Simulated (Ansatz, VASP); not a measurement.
**One calculation of TePb, two programs**

INCAR

```
SYSTEM = TePb
ALGO = Normal
EDIFF = 1E-6
ENCUT = 520
GGA = PS
ISIF = 2
ISMEAR = -1
LASPH = .TRUE.
LCHARG = .FALSE.
LREAL = .FALSE.
LWAVE = .FALSE.
NBANDS = 17
NELM = 60
PREC = Accurate
SIGMA = 0.05
```

Contents of KPOINTS:

```
k-points
0
G
  7 7 7
  0 0 0
```

POSCAR

```
TePb
1.0
    0.0000000000      3.1873324849      3.1873324849
    3.1873324849      0.0000000000      3.1873324849
    3.1873324849      3.1873324849      0.0000000000
Pb Te
1 1
Direct
    0.0000000000      0.0000000000      0.0000000000
    0.5000000000      0.5000000000      0.5000000000
```

File input.yaml:

```yaml
crystal:
  lattice:
    - [0.0, 3.1873324849, 3.1873324849]
    - [3.1873324849, 0.0, 3.1873324849]
    - [3.1873324849, 3.1873324849, 0.0]
  atoms:
    - { symbol: Pb, position: [0.0, 0.0, 0.0] }
    - { symbol: Te, position: [0.5, 0.5, 0.5] }
hamiltonian:
  xc: pbesol
  pseudopotentials: { kind: paw }
kpoints:
  mp_grid: { grid: [7, 7, 7] }
scf:
  occupations: { method: fermi_dirac, width: 0.05 }
output:
  forces: true
  stress: true
  eigenvalues: true
  write_density: true
  write_potential: true
  elf: true
  volumetric_format: npy
```

Alike in both runs: task single point; functional PBEsol; k mesh 7 × 7 × 7; occupations fermi-dirac, width 0.05 eV; no spin polarisation.

|  | VASP | Ansatz |
| --- | --- | --- |
| version | VASP 6.6.1 | Ansatz 0.2.0 |
| potentials or method | VASP PAW PBE potentials, release 64 (Pb_d, Te) | Ansatz PAW |
| plane-wave cutoff (eV) | 520 | 420 |
| valence electrons in the cell | 20 | 30 |

Ansatz gave:

```
gap on the k mesh at the Fermi level (eV) : 0.89
least direct gap on the mesh (eV)         : 0.89
pressure (GPa)                            : 1.5
```

**Question.** Which values does VASP return?

**Answer.** gap on the k mesh at the Fermi level (eV): 0.90; least direct gap on the mesh (eV): 0.90; pressure (GPa): 1.5.

The functional is the same, so the differences come from potentials, cutoffs and numerics. The two sets of potentials don't hold the same shells in valence.

Caveats: the PAW data sets were made with another functional, which shifts forces and pressure a little (VASP); the PAW data sets come from PBE, with cores solved anew for the run's functional, which leaves a small shift of forces and pressure (Ansatz). Spin-orbit coupling is left out, which matters for the levels of Pb, Te.
